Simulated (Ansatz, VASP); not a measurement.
One calculation of GaN, two programs

```xyz
2
Lattice="0.0000 2.2277 2.2277 2.2277 0.0000 2.2277 2.2277 2.2277 0.0000" Properties=species:S:1:pos:R:3 pbc="T T T"
Ga    0.0000    0.0000    0.0000
N     3.3416    3.3416    3.3416
```

Alike in both runs: functional LDA; k mesh 10 × 10 × 10; occupations gaussian, width 0.02 eV; no spin polarisation.

Ansatz relaxed the structure, and its values are those at the end. VASP's run is a single point on that final structure, the one shown.

|  | VASP | Ansatz |
| --- | --- | --- |
| version | VASP 6.6.1 | Ansatz 0.2.0 |
| potentials or method | VASP PAW LDA potentials, release 64 (Ga_d, N) | scalar-relativistic, plane waves, PAW |
| plane-wave cutoff (eV) | 520 | 420 |
| valence electrons in the cell | 18 | 18 |

VASP gave:

```
gap on the k mesh at the Fermi level (eV) : 1.97
least direct gap on the mesh (eV)         : 1.97
pressure (GPa)                            : 1.1
```

Q: Estimate Ansatz's values.

A: gap on the k mesh at the Fermi level (eV): 1.95; least direct gap on the mesh (eV): 1.95; pressure (GPa): 0.0.
